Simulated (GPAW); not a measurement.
Input of a GPAW 26.7.0 run:

Contents of run.py:

```python
from ase.dft.bandgap import bandgap
from ase.io import read, write
from ase.units import GPa
from gpaw import GPAW, PW

atoms = read('BN.cif')

calc = GPAW(mode=PW(800),
            xc='MGGA_X_TASK+LDA_C_PW',
            kpts={'size': (10, 10, 10), 'gamma': True},
            occupations={'name': 'fermi-dirac', 'width': 0.05},
            nbands=11,
            convergence={'density': 1e-05, 'energy': 1e-05},
            maxiter=150,
            txt='gpaw.txt')
atoms.calc = calc
energy = atoms.get_potential_energy()
forces = atoms.get_forces()
stress = atoms.get_stress()
calc.write('gs.gpw')
write('result.traj', atoms)
print(f'Energy: {energy:.6f} eV')
print('Forces (eV/A):')
print(forces.round(4))
print('Stress (GPa):', (stress / GPa).round(3))
print('Fermi level:', round(calc.get_fermi_level(), 4), 'eV')
print(f'Gap: {bandgap(calc)[0]:.4f} eV, direct: {bandgap(calc, direct=True)[0]:.4f} eV')

path = atoms.cell.bandpath('GXWKGLUWLK,UX', npoints=100, eps=1e-4)
bs_calc = calc.fixed_density(kpts=path, symmetry='off', nbands=18,
                             convergence={'bands': 'CBM+6.0', 'eigenstates': 1e-6}, txt='bands.txt')
bs = bs_calc.band_structure()
bs.write('bs.json')
print(f'Gap on the path: {bandgap(bs_calc)[0]:.4f} eV')
```

The input BN.cif:

```cif
data_BN
_cell_length_a 2.56397060
_cell_length_b 2.56397060
_cell_length_c 2.56397060
_cell_angle_alpha 60.00000000
_cell_angle_beta 60.00000000
_cell_angle_gamma 60.00000000
_space_group_name_H-M_alt 'P1'
_space_group_name_Hall 'P 1'
_space_group_IT_number 1
loop_
_space_group_symop_operation_xyz
'x,y,z'
loop_
_atom_site_label
_atom_site_type_symbol
_atom_site_symmetry_multiplicity
_atom_site_Wyckoff_symbol
_atom_site_fract_x
_atom_site_fract_y
_atom_site_fract_z
_atom_site_occupancy
N1 N 1 a 0.2500000000 0.2500000000 0.2500000000 1
B1 B 1 a 0.0000000000 0.0000000000 0.0000000000 1
```

Potentials or basis: GPAW PAW data sets (gpaw-data 1.2.1), pw.

Command:

```console
$ OMP_NUM_THREADS=1 python run.py
```

(1) Predict the band gap along the path.

(2) What does it give for the pressure?

(3) Predict the band gap on the k mesh.

## Answers

(1) 5.44 eV, indirect (least direct gap 10.32 eV).

(2) 10.8 GPa.

(3) 5.44 eV, indirect (least direct gap 10.32 eV).

Caveat: the PAW data sets were made with another functional, which shifts forces and pressure a little.

**Experimental background.**

A printed reference work, monograph reports, for a bulk crystal of BN at 300 K: band gap 6.4 eV (indirect).

Measured gap of BN: 6.4 eV (indirect; 300 K; a printed reference work, monograph). This calculation gives 5.44 eV (-0.96 eV). The value is that of TASK, without temperature or zero-point motion. The cell is a database's relaxed one, not the measured one, which moves gaps too.
